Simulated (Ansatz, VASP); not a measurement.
## Two plane-wave programs on C

File INCAR:

```
SYSTEM = C
PREC = Accurate
ENCUT = 520
EDIFF = 1E-6
ISMEAR = 0
SIGMA = 0.01
LREAL = .FALSE.
LASPH = .TRUE.
NELM = 80
ALGO = Normal
ISIF = 2
LWAVE = .FALSE.
LCHARG = .FALSE.
GGA = PS
NBANDS = 11
```

The input KPOINTS:

```
regular mesh
0
G
  4 4 4
  0 0 0
```

POSCAR

```
C
1.0
    0.0000000000      1.7833700000      1.7833700000
    1.7833700000      0.0000000000      1.7833700000
    1.7833700000      1.7833700000      0.0000000000
C
2
Direct
    0.0000000000      0.0000000000      0.0000000000
    0.2500000000      0.2500000000      0.2500000000
```

Input for Ansatz:

```yaml
crystal:
  lattice:
    - [0.0, 1.78337, 1.78337]
    - [1.78337, 0.0, 1.78337]
    - [1.78337, 1.78337, 0.0]
  atoms:
    - { symbol: C, position: [0.0, 0.0, 0.0] }
    - { symbol: C, position: [0.25, 0.25, 0.25] }
kpoints:
  mp_grid:
    grid: [4, 4, 4]
hamiltonian:
  xc: pbesol
scf:
  convergence:
    dr2_threshold: 1.0e-10
  occupations:
    method: fixed
output:
  forces: true
  stress: true
```

This isn't the form of C at room conditions, which is graphite.

Alike in both runs: task single point; functional PBEsol; k mesh 4 × 4 × 4; no spin polarisation.

|  | VASP | Ansatz |
| --- | --- | --- |
| version | VASP 6.6.1 | Ansatz 0.2.0 |
| potentials or method | VASP PAW PBE potentials, release 64 (C) | plane waves, PAW |
| plane-wave cutoff (eV) | 520 | 420 |
| occupations | gaussian, width 0.01 eV | fixed |
| valence electrons in the cell | 8 | 8 |

VASP gave:

```
pressure (GPa) : -2.6
```

Task: What did Ansatz give for the same quantities?

Result: Pressure (GPa): -3.6.

Caveats: the k mesh is coarse (spacing up to 0.76 Å⁻¹), so the values aren't converged; the PAW data sets were made with another functional, which shifts forces and pressure a little (VASP).
